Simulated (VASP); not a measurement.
The system is EuS.

```
Eu S
1.0
     0.00000    2.97850    2.97850
     2.97850    0.00000    2.97850
     2.97850    2.97850    0.00000
Eu S
1 1
Direct
  0.00000 0.00000 0.00000
  0.50000 0.50000 0.50000
```

| Quantity | Value |
| --- | --- |
| Program | VASP 6.6.1 |
| Task | relaxation of cell and atoms |
| Functional | RPBE |
| Dispersion | D4 |
| Potentials or basis | VASP PAW PBE potentials, release 64 (Eu, S) |
| Cutoff | 600 eV |
| k mesh | 8 × 8 × 8 |
| Occupations | fermi-dirac, width 0.05 eV |
| Spin | collinear spin, ferromagnetic start |
| Starting moments | [7.0, 0.0] μB |

At the start: pressure -3.5 GPa; volume 26.42 Å³/atom.

**Question.** Where does the relaxation end?

**Answer.** Over 14 steps the energy falls by 25.9 meV/atom and the volume is 24.32 Å³/atom (-8.0 %); space group Fm-3m (No. 225, to 0.05 Å); moment 6.97 μB per cell.

Step by step:
```csv
step,energy change (eV),largest force (eV/Å),pressure (GPa),volume (Å³)
1,0.0000,0.0000,-3.50,52.85
2,165.8839,0.0000,48.94,48.56
3,43.1238,0.0000,56.90,52.53
4,7.7516,0.0000,-5.34,52.83
5,4.7088,0.0000,-6.71,52.68
6,4.6778,0.0000,-6.92,52.60
7,4.6694,0.0000,-5.76,52.57
8,4.6687,0.0000,-5.74,52.55
9,4.6683,0.0000,-5.74,52.54
10,-0.0117,0.0000,-1.83,50.39
11,-0.0418,0.0000,-1.74,50.38
12,-0.0436,0.0000,-1.49,50.21
13,-0.0480,0.0000,-0.97,49.68
14,-0.0518,0.0000,-0.02,48.64
```

Final structure:
```
Eu S
1.0
     0.00000    2.89728    2.89728
     2.89728    0.00000    2.89728
     2.89728    2.89728    0.00000
Eu S
1 1
Direct
  0.00000 0.00000 0.00000
  0.50000 0.50000 0.50000
```

Caveat: the PAW data sets were made with another functional, which shifts forces and pressure a little; a cell with one magnetic atom can't hold antiferromagnetic order, which such compounds often take; without U or exact exchange the open f shell lies at the Fermi level, which spoils levels, moments and volumes; pairwise dispersion overbinds metals, which lowers pressure and volume.
